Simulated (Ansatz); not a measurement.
## MgF2: how the free axis answers a strain

MgF2, P4_2/mnm, a = 4.698 Å, c = 3.093 Å. Ansatz: PBE, PAW, 420 eV, Γ-centred 6×6×8 mesh on 6 atoms, Gaussian smearing 0.02 eV; no spin polarisation. Series: biaxial strain in the a-b plane, c and atoms relaxed; x is the strain in per cent. y is the change of c in per cent of 3.093 Å.

| x (%) | y (%) |
| --- | --- |
| -4.5 | 3.27 |
| -3.0 | 2.07 |
| -1.5 | ? |
| 0.0 | 0.00 |
| 1.5 | -0.87 |
| 3.0 | -1.63 |
| 4.5 | -2.29 |

Question: Fit y = c1 x + c2 x² to the other rows, say what c1 measures, and predict the missing y.

Answer: Least squares on the rows shown. y = −0.6174 x + 0.02424 x². With no stress along c, c1 = −2C13/C33 = -0.617. At x = -1.5 the fit asked for gives 0.98 %. The run gave 0.99 %, so the fit is 0.01 % too low, a small miss on the scale of the series.